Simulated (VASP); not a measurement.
Set up this calculation in VASP 6.6.1, as the native input.

```
Task                   : relaxation of cell and atoms
Functional             : r2SCAN
Potentials or basis    : VASP PAW PBE potentials, release 64 (Ru_pv)
Cutoff                 : 600 eV
k mesh                 : 18 × 18 × 18
Occupations            : methfessel-paxton, width 0.1 eV
Spin                   : no spin polarisation
Further INCAR settings : ALGO = Normal; EDIFF = 1e-07; IBRION = 2; EDIFFG = -0.005; NSW = 90; ISIF = 3
```

The structure of Ru lies in POSCAR:

```
Ru                                      
1.0
   -1.5177249937      1.5177249937      1.5177249937
    1.5177249937     -1.5177249937      1.5177249937
    1.5177249937      1.5177249937     -1.5177249937
  Ru            
     1
Direct
     0.0000000000000000    0.0000000000000000    0.0000000000000000
```

The cell was built by a generator and needn't be a form met in nature.

These files were run (other wordings do the same):

INCAR

```
  PREC = Accurate
  ENCUT = 600
  EDIFF = 1E-7
  ISMEAR = 1
  SIGMA = 0.1
  LREAL = F
  LASPH = T
  NELM = 80
  ALGO = Normal
  ISIF = 3
  LWAVE = F
  LCHARG = F
  METAGGA = R2SCAN
  LMIXTAU = T
  IBRION = 2
  NSW = 90
  EDIFFG = -0.005
```

KPOINTS

```
Automatic mesh
0
Gamma
  18 18 18
```

Potentials or basis: VASP PAW PBE potentials, release 64 (Ru_pv).

Command:

```console
$ cat potpaw_PBE.64/Ru_pv/POTCAR > POTCAR
$ mpirun -np 1 vasp_std > vasp.out
```

It gave:

```yaml
Pressure_after_relaxing: 0.0 GPa
Band_gap_on_the_k_mesh: none (metal or under the smearing width)
```

Caveat: the relaxation stopped at its first step, so nothing moved; the PAW data sets were made with another functional, which shifts forces and pressure a little.

It took 91 s on 1 thread of Intel(R) Xeon(R) Platinum 8488C (Sapphire Rapids) (shared host), peak memory 0.17 GiB.
